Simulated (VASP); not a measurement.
# Li2TaO3 (P6/mmm) in VASP: further runs

The runs below take Li2TaO3 through relaxation of cell and atoms, with PBE.

Everything below comes from runs of VASP 6.6.1. Logs are shortened: lines on timing, memory, paths and dates and some standing lists are left out, and cuts for length are marked.

## Step 1: Starting point

It takes space group P6/mmm (No. 191, hexagonal). The conventional cell has a = 4.381 Å, b = 4.381 Å, c = 4.618 Å, α = 90.00°, β = 90.00°, γ = 120.00°. Around Li (site symmetry -6m2) lie 2 O at 2.31 Å and 3 Li at 2.53 Å and 3 Ta at 2.53 Å. Around Ta (site symmetry 6/mmm) lie 2 O at 2.31 Å and 6 Li at 2.53 Å. O (site symmetry -6m2) has 2 Li at 2.31 Å and 6 O at 2.53 Å as nearest neighbours. O (site symmetry 6/mmm) is surrounded by 2 Ta at 2.31 Å and 6 O at 2.53 Å.

The cell was built by a generator and needn't be a form met in nature.

## Step 2: Relaxation of cell and atoms, PBE

File INCAR:

```
SYSTEM = Li2TaO3
  PREC = Normal
  ENCUT = 520
  EDIFF = 1E-4
  ISMEAR = 0
  SIGMA = 0.15
  LREAL = .FALSE.
  LASPH = .TRUE.
  NELM = 60
  ALGO = Fast
  ISIF = 3
  LWAVE = .FALSE.
  LCHARG = .FALSE.
  GGA = PE
  IBRION = 2
  NSW = 24
  EDIFFG = -0.08
```

File KPOINTS:

```
regular mesh
0
G
  4 4 3
  0 0 0
```

File POSCAR:

```
Li2TaO3
1.0
    4.3805772100      0.0000000000      0.0000000000
   -2.1902886000      3.7936911400      0.0000000000
    0.0000000000      0.0000000000      4.6181044700
Li Ta O
2 1 3
Direct
    0.3333333300      0.6666666700      0.5000000000
    0.6666666700      0.3333333300      0.5000000000
    0.0000000000      0.0000000000      0.5000000000
    0.3333333300      0.6666666700      0.0000000000
    0.6666666700      0.3333333300      0.0000000000
    0.0000000000      0.0000000000      0.0000000000
```

Potentials or basis: VASP PAW PBE potentials, release 64 (Li_sv, Ta_pv, O).

Started as:

```bash
> cat potpaw_PBE.64/Li_sv/POTCAR potpaw_PBE.64/Ta_pv/POTCAR potpaw_PBE.64/O/POTCAR > POTCAR
> mpirun -np 1 vasp_std > vasp.out
```

OUTCAR:

```text
SYSTEM = Li2TaO3
   PREC = Normal
   ENCUT = 520
   EDIFF = 1E-4
   ISMEAR = 0
   LREAL = .FALSE.
   LASPH = .TRUE.
   NELM = 60
   ISIF = 3
   GGA = PE
   IBRION = 2
   NSW = 24
   EDIFFG = -0.08

 ion  position               nearest neighbor table
   1  0.333  0.667  0.500-   2 2.53   3 2.53   2 2.53   3 2.53   3 2.53   2 2.53
   2  0.667  0.333  0.500-   1 2.53   3 2.53   1 2.53   3 2.53   3 2.53   1 2.53
   3  0.000  0.000  0.500-   6 2.31   6 2.31   1 2.53   2 2.53   1 2.53   2 2.53   2 2.53   1 2.53

   4  0.333  0.667  0.000-
   5  0.667  0.333  0.000-
   6  0.000  0.000  0.000-   3 2.31   3 2.31

  LATTYP: Found a hexagonal cell.
 ALAT       =     4.3805772100
 C/A-ratio  =     1.0542228224

  Lattice vectors:

 A1 = (   4.3805772100,   0.0000000000,   0.0000000000)
 A2 = (  -2.1902886000,   3.7936911400,   0.0000000000)
 A3 = (   0.0000000000,   0.0000000000,   4.6181044700)

Analysis of symmetry for initial positions (statically):
=====================================================================
 Subroutine PRICEL returns:
 Original cell was already a primitive cell.

 Routine SETGRP: Setting up the symmetry group for a
 hexagonal supercell.

 Subroutine GETGRP returns: Found 24 space group operations
 (whereof 24 operations were pure point group operations)
 out of a pool of 24 trial point group operations.

The static configuration has the point symmetry D_6h.

Analysis of symmetry for dynamics (positions and initial velocities):
=====================================================================
 Subroutine PRICEL returns:
 Original cell was already a primitive cell.

 Routine SETGRP: Setting up the symmetry group for a
 hexagonal supercell.

 Subroutine GETGRP returns: Found 24 space group operations
 (whereof 24 operations were pure point group operations)
 out of a pool of 24 trial point group operations.

The dynamic configuration has the point symmetry D_6h.

 Subroutine INISYM returns: Found 24 space group operations
 (whereof 24 operations are pure point group operations),
 and found     1 'primitive' translations

----------------------------------------------------------------------------------------

                                     Primitive cell

  volume of cell :      76.7462

  direct lattice vectors                    reciprocal lattice vectors
     4.380577210  0.000000000  0.000000000     0.228280419  0.131797761  0.000000000
    -2.190288600  3.793691140  0.000000000     0.000000000  0.263595523  0.000000000
     0.000000000  0.000000000  4.618104470     0.000000000  0.000000000  0.216539060

  length of vectors
     4.380577210  4.380577201  4.618104470     0.263595522  0.263595523  0.216539060

  position of ions in fractional coordinates (direct lattice)
     0.333333330  0.666666670  0.500000000
     0.666666670  0.333333330  0.500000000
     0.000000000  0.000000000  0.500000000
     0.333333330  0.666666670  0.000000000
     0.666666670  0.333333330  0.000000000
     0.000000000  0.000000000  0.000000000

  ion indices of the primitive-cell ions
   primitive index   ion index
                 1           1
                 2           2
                 3           3
                 4           4
                 5           5
                 6           6

----------------------------------------------------------------------------------------

 KPOINTS: regular mesh

Automatic generation of k-mesh.
 Grid dimensions read from file:
 generate k-points for:    4    4    3

 Generating k-lattice:

  Cartesian coordinates                     Fractional coordinates (reciprocal lattice)
     0.057070105  0.032949440  0.000000000     0.250000000  0.000000000  0.000000000
     0.000000000  0.065898881  0.000000000     0.000000000  0.250000000  0.000000000
     0.000000000  0.000000000  0.072179687     0.000000000  0.000000000  0.333333333

  Length of vectors
     0.065898881  0.065898881  0.072179687

  Shift w.r.t. Gamma in fractional coordinates (k-lattice)
     0.000000000  0.000000000  0.000000000

 Subroutine IBZKPT returns following result:
 ===========================================

 Found      8 irreducible k-points:

 Following reciprocal coordinates:
            Coordinates               Weight
  0.000000  0.000000  0.000000      1.000000
  0.250000 -0.000000  0.000000      6.000000
  0.500000 -0.000000  0.000000      3.000000
  0.250000  0.250000  0.000000      6.000000
  0.000000  0.000000  0.333333      2.000000
  0.250000 -0.000000  0.333333     12.000000
  0.500000 -0.000000  0.333333      6.000000
  0.250000  0.250000  0.333333     12.000000
   k-points           NKPTS =      8   k-points in BZ     NKDIM =      8   number of bands    NBANDS=     21
   number of dos      NEDOS =    301   number of ions     NIONS =      6
   total plane-waves  NPLWV =  16128
   dimension x,y,z NGX =    24 NGY =   24 NGZ =   28
   dimension x,y,z NGXF=    48 NGYF=   48 NGZF=   56
   ions per type =               2   1   3
   NGX,Y,Z   is equivalent  to a cutoff of   9.11,  9.11, 10.08 a.u.
   NGXF,Y,Z  is equivalent  to a cutoff of  18.22, 18.22, 20.16 a.u.
 SYSTEM =  Li2TaO3
   PREC   = normal    normal or accurate (medium, high low for compatibility)
   ISTART =      0    job   : 0-new  1-cont  2-samecut
   ICHARG =      2    charge: 1-file 2-atom 10-const
   ISPIN  =      1    spin polarized calculation?
   LNONCOLLINEAR =      F non collinear calculations
   LSORBIT =      F    spin-orbit coupling
   LASPH  =      T    aspherical Exc in radial PAW
   ENCUT  =  520.0 eV  38.22 Ry    6.18 a.u.   8.14  8.14  8.59*2*pi/ulx,y,z
   NELM   =     60;   NELMIN=  2; NELMDL= -5     # of ELM steps
   EDIFF  = 0.1E-03   stopping-criterion for ELM
   LREAL  =      F    real-space projection
   EDIFFG = -.8E-01   stopping-criterion for IOM
   NSW    =     24    number of steps for IOM
   IBRION =      2    ionic relax: 0-MD 1-quasi-New 2-CG
   NFREE  =      1    steps in history (QN), initial steepest desc. (CG)
   ISIF   =      3    stress and relaxation
   ISYM   =      2    0-nonsym 1-usesym 2-fastsym
   POTIM  = 0.5000    time-step for ionic-motion
   TEBEG  =    0.0;   TEEND  =   0.0 temperature during run
   PSTRESS=    0.0 pullay stress
   NELECT =      35.0000    total number of electrons
   NUPDOWN=      -1.0000    fix difference up-down
   EMIN   =  10.00;   EMAX   =-10.00  energy-range for DOS
   EFERMI =   0.00;   METHOD = LEGACY
   ISMEAR =     0;   SIGMA  =   0.15  broadening in eV -4-tet -1-fermi 0-gaus
   EFERMI_NEDOS =   21; number of points for ismear=-14 and -15
   IALGO  =     68    algorithm
   IMIX   =      4    mixing-type and parameters
     AMIX     =   0.40;   BMIX     =  1.00
     AMIX_MAG =   1.60;   BMIX_MAG =  1.00
  volume/ion in A,a.u.               =      12.79        86.32
  Fermi-wavevector in a.u.,A,eV,Ry     =   1.260120  2.381281 21.604716  1.587902
  Thomas-Fermi vector in A             =   2.393645
   LORBIT       =      0    0 simple, 1 ext, 2 COOP (PROOUT), +10 PAW based schemes
   GGA     = PE    functional components
   LHFCALC =     F    Hartree Fock is set to
   AEXX    =    0.0000 exact exchange contribution
   IVDW    =     0    specifies the selected vdW correction
   LEPSILON=     F    determine dielectric tensor
   LRPA    =     F    only Hartree local field effects (RPA)
 conjugate gradient relaxation of ions
 non-spin polarized calculation
 RMM-DIIS sequential band-by-band and
 Gauss-broadening in eV      SIGMA  =   0.15
  energy-cutoff  :      520.00
  volume of cell :       76.75
 maximum number of plane-waves:      2084
   NGX = 17   NGY = 17   NGZ = 17

--------------------------------------- Ionic step        1  -------------------------------------------

 number of electron      34.9999961 magnetization

 Free energy of the ion-electron system (eV)
  ---------------------------------------------------
  ext. energy  EPLUGINS =         0.00000000
  ---------------------------------------------------
  free energy    TOTEN  =       -25.37307879 eV

  energy without entropy =      -25.30207685  energy(sigma->0) =      -25.33757782

 E-fermi :   1.6840     XC(G=0): -10.0538

 val. band max:        1.6728177663   @ k =   0.5000  -0.0000   0.0000
 cond. band min:       1.7255197852   @ k =   0.5000  -0.0000   0.3333
 fundamental gap:      0.0527020189
 Fermi energy:         1.6840097362

 k-point     1 :       0.0000    0.0000    0.0000
  band No.  band energies     occupation
      1     -43.5191      2.00000
      2     -43.4454      2.00000
      3     -33.8597      2.00000
      4     -33.6617      2.00000
      5     -33.6617      2.00000
      6     -16.0471      2.00000
[... 298 lines left out ...]
  energy  without entropy=      -31.1437613763  energy(sigma->0) =      -31.17113707

--------------------------------------- Ionic step        4  -------------------------------------------

 number of electron      34.9999956 magnetization

 E-fermi :   2.7679     XC(G=0): -10.4949

 val. band max:        2.7226348686   @ k =   0.0000   0.0000   0.3333
 cond. band min:       2.8986288358   @ k =   0.2500  -0.0000   0.3333
 fundamental gap:      0.1759939672
 Fermi energy:         2.7678585409

 k-point     1 :       0.0000    0.0000    0.0000
  band No.  band energies     occupation
      1     -41.6183      2.00000
      2     -41.5738      2.00000
      3     -33.0254      2.00000
      4     -32.8702      2.00000
      5     -32.8702      2.00000
      6     -17.1516      2.00000
[... 378 lines left out ...]
  energy  without entropy=      -32.0513269672  energy(sigma->0) =      -32.08055550

--------------------------------------- Ionic step        9  -------------------------------------------

 number of electron      34.9999736 magnetization

 Free energy of the ion-electron system (eV)
  ---------------------------------------------------
  ext. energy  EPLUGINS =         0.00000000
  ---------------------------------------------------
  free energy    TOTEN  =       -32.11105100 eV

  energy without entropy =      -32.05269384  energy(sigma->0) =      -32.08187242

 E-fermi :   1.1637     XC(G=0):  -9.3949

 val. band max:        1.1192271400   @ k =   0.0000   0.0000   0.3333
 cond. band min:       1.2317994428   @ k =   0.2500  -0.0000   0.0000
 fundamental gap:      0.1125723029
 Fermi energy:         1.1637217088

 k-point     1 :       0.0000    0.0000    0.0000
  band No.  band energies     occupation
      1     -42.8458      2.00000
      2     -42.8313      2.00000
      3     -35.0161      2.00000
      4     -34.8864      2.00000
      5     -34.8864      2.00000
      6     -18.7851      2.00000
[... 214 lines left out ...]
  FREE ENERGIE OF THE ION-ELECTRON SYSTEM (eV)
  ---------------------------------------------------
  free  energy   TOTEN  =       -32.1110509981 eV

  energy  without entropy=      -32.0526938433  energy(sigma->0) =      -32.08187242

 reached required accuracy - stopping structural energy minimisation
```

Run time: 50 s. Hardware: 1 thread of Intel Xeon Platinum 8559C (Emerald Rapids), shared host; peak memory 0.15 GiB.

These settings aren't checked as converged: the numbers below hold their error.

What came out:

```
Free energy                            : -32.1111 eV
Relaxed volume                         : 13.96 Å³/atom
Relaxed cell                           : a = 5.131 Å, b = 5.131 Å, c = 3.675 Å, α = 90.00°, β = 90.00°, γ = 120.00°
Space group after relaxing (to 0.05 Å) : P6/mmm (No. 191)
Energy gained by relaxing              : 1123.0 meV/atom
Ionic steps                            : 9
Band gap on the k mesh                 : none (metal or under the smearing width)
```

Caveat: the k mesh is coarse (spacing up to 0.45 Å⁻¹), so the values aren't converged; the cutoff is under 1.25 times the usual one of these potentials, so pressure, stress and relaxed cells hold a basis-set (Pulay) error; an odd number of electrons without spin polarisation forces a metal; a magnetic or distorted state may lie lower; the relaxation stopped at a loose force limit of 0.08 eV/Å, so its end isn't a converged minimum.

## Step 3: Relaxation of cell and atoms, PBE

This run uses another cell than the first one, of 13.19 Å³/atom, 1.032 times its volume.

INCAR is that of step 2.

KPOINTS is that of step 2.

File POSCAR:

```
Li2TaO3
1.0
    4.6376342700      0.0000000000      0.0000000000
   -2.3188171300      4.0163090900      0.0000000000
    0.0000000000      0.0000000000      4.2503802300
Li Ta O
2 1 3
Direct
    0.3333333300      0.6666666700      0.9896818500
    0.6666666700      0.3333333300      0.9896818500
    0.0000000000      0.0000000000      0.9967761100
    0.5000000000      0.0000000000      0.5072146600
    0.0000000000      0.5000000000      0.5072146600
    0.5000000000      0.5000000000      0.5072146600
```

Potentials or basis: VASP PAW PBE potentials, release 64 (Li_sv, Ta_pv, O).

Started as:

```bash
> cat potpaw_PBE.64/Li_sv/POTCAR potpaw_PBE.64/Ta_pv/POTCAR potpaw_PBE.64/O/POTCAR > POTCAR
> mpirun -np 1 vasp_std > vasp.out
```

Run time: 95 s. Hardware: 1 thread of Intel Xeon Platinum 8559C (Emerald Rapids), shared host; peak memory 0.16 GiB.

The run converged, but some of its settings lie outside the range that counts as converged, so its numbers aren't taken as properties of the crystal.

What came out:

```
Free energy                            : -34.0275 eV
Relaxed volume                         : 8.75 Å³/atom
Relaxed cell                           : a = 4.803 Å, b = 4.803 Å, c = 2.627 Å, α = 90.00°, β = 90.00°, γ = 120.00°
Space group after relaxing (to 0.05 Å) : P6/mmm (No. 191)
Energy gained by relaxing              : 1458.4 meV/atom
Ionic steps                            : 14
Largest force after relaxing           : 0.054 eV/Å
Band gap on the k mesh                 : none (metal or under the smearing width)
```

Caveat: the k mesh is coarse (spacing up to 0.49 Å⁻¹), so the values aren't converged; the cutoff is under 1.25 times the usual one of these potentials, so pressure, stress and relaxed cells hold a basis-set (Pulay) error; the volume moved by over 15 % at a fixed basis, so the end points are rough; an odd number of electrons without spin polarisation forces a metal; a magnetic or distorted state may lie lower; the relaxation stopped at a loose force limit of 0.08 eV/Å, so its end isn't a converged minimum.

## Step 4: Relaxation of cell and atoms, PBE

This run uses another cell than the first one, of 13.04 Å³/atom, 1.019 times its volume.

INCAR is that of step 3.

KPOINTS is that of step 3.

File POSCAR:

```
Li2TaO3
1.0
    4.3408776500      0.0000000000      0.0000000000
   -2.1704388200      3.7593103200      0.0000000000
    0.0000000000      0.0000000000      4.7930277200
Li Ta O
2 1 3
Direct
    0.3333333300      0.6666666700      0.8294549800
    0.6666666700      0.3333333300      0.1705450200
    0.0000000000      0.0000000000      0.0000000000
    0.5000000000      0.0000000000      0.5000000000
    0.0000000000      0.5000000000      0.5000000000
    0.5000000000      0.5000000000      0.5000000000
```

Started as:

```bash
> cat potpaw_PBE.64/Li_sv/POTCAR potpaw_PBE.64/Ta_pv/POTCAR potpaw_PBE.64/O/POTCAR > POTCAR
> mpirun -np 1 vasp_std > vasp.out
```

It took 2.5 min on 1 thread of Intel Xeon Platinum 8559C (Emerald Rapids), shared host; peak memory 0.16 GiB.

The run converged, but some of its settings lie outside the range that counts as converged, so its numbers aren't taken as properties of the crystal.

What came out:

- Free energy: -33.9866 eV
- Relaxed volume: 8.66 Å³/atom
- Relaxed cell: a = 4.789 Å, b = 4.789 Å, c = 2.615 Å, α = 90.00°, β = 90.00°, γ = 120.00°
- Space group after relaxing (to 0.05 Å): P6/mmm (No. 191)
- Energy gained by relaxing: 1527.4 meV/atom
- Ionic steps: 23
- Largest force after relaxing: 0.036 eV/Å
- Band gap on the k mesh: none (metal or under the smearing width)

Caveat: the k mesh is coarse (spacing up to 0.44 Å⁻¹), so the values aren't converged; the cutoff is under 1.25 times the usual one of these potentials, so pressure, stress and relaxed cells hold a basis-set (Pulay) error; the volume moved by over 15 % at a fixed basis, so the end points are rough; an odd number of electrons without spin polarisation forces a metal; a magnetic or distorted state may lie lower; the relaxation stopped at a loose force limit of 0.08 eV/Å, so its end isn't a converged minimum.
